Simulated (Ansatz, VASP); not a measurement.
# ZrS in VASP and in Ansatz

```xyz
2
Lattice="0.0000 2.5850 2.5850 2.5850 0.0000 2.5850 2.5850 2.5850 0.0000" Properties=species:S:1:pos:R:3 pbc="T T T"
Zr    0.0000    0.0000    0.0000
S     2.5850    2.5850    2.5850
```

Alike in both runs: functional PBEsol; k mesh 6 × 6 × 6; occupations gaussian, width 0.1 eV; no spin polarisation.

Ansatz relaxed the structure, and its values are those at the end. VASP's run is a single point on that final structure, the one shown.

|  | VASP | Ansatz |
| --- | --- | --- |
| version | VASP 6.6.1 | Ansatz 0.2.0 |
| potentials or method | VASP PAW PBE potentials, release 64 (Zr_sv, S) | scalar-relativistic, plane waves, PAW |
| plane-wave cutoff (eV) | 520 | 420 |
| valence electrons in the cell | 18 | 18 |

VASP gave:

| Quantity | Value |
| --- | --- |
| gap on the k mesh at the Fermi level (eV) | none |
| pressure (GPa) | 0.2 |

**Question.** What did Ansatz give for the same quantities?

**Answer.** gap on the k mesh at the Fermi level (eV): none; pressure (GPa): 0.0.

A gap of «none» marks a metal or a gap that the smearing closes.

Caveats: the PAW data sets were made with another functional, which shifts forces and pressure a little (VASP).
